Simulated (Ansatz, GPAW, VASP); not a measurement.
Ag: 3 runs at one level of theory

```xyz
1
Lattice="0.0000 2.0427 2.0427 2.0427 0.0000 2.0427 2.0427 2.0427 0.0000" Properties=species:S:1:pos:R:3 pbc="T T T"
Ag    0.0000    0.0000    0.0000
```

Alike in all runs: task single point; functional PBE; k mesh 11 × 11 × 11; occupations gaussian, width 0.028 eV; no spin polarisation; no spin-orbit coupling. Pressure is positive in compression and, in plane waves, holds the error of the finite cutoff.

```
                        program and potentials  plane-wave cutoff (eV)                                    notes  pressure (GPa)
                VASP, PBE PAW files Ag, 520 eV                     520  11 valence electrons an atom on average            4.10
    GPAW, GPAW PAW data sets (gpaw-data 1.2.1)                     600  17 valence electrons an atom on average            4.20
Ansatz, all-electron LAPW, scalar-relativistic                       -                                        -            4.25
```

The pressure spans 4.10 (VASP, PBE PAW files Ag, 520 eV) to 4.25 GPa (Ansatz, all-electron LAPW, scalar-relativistic), with all-electron results at 4.25.

Differences between rows come from potentials, basis sets and numerical settings, since the functional is the same but for its coding. Runs on potential files found faulty are left out.
